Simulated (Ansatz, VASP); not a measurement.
# Re: VASP beside Ansatz

```
Re
1.0
     0.00000    1.97500    1.93550
     1.97500    0.00000    1.93550
     1.97500    1.97500    0.00000
Re
1
Direct
  0.00000 0.00000 0.00000
```

Change from the starting cell: zz strain of -2 %.

Alike in both runs: task single point; functional PBE; k mesh 14 × 14 × 14; occupations fermi-dirac, width 0.03 eV; no spin polarisation.

```csv
,VASP,Ansatz
version,VASP 6.6.1,Ansatz 0.2.0
potentials or method,"VASP PAW PBE potentials, release 64 (Re), cutoff 520 eV","all-electron LAPW, scalar-relativistic"
```

```csv
,VASP,Ansatz,Ansatz less VASP
pressure (GPa),-3.0,-2.3,+0.69
largest component of the traceless stress (GPa),2.47,2.51,+0.033
```

Ansatz ran all-electron here, so the differences hold the error of VASP's frozen core and of both bases.

Spin-orbit coupling is left out, which matters for the levels of Re.
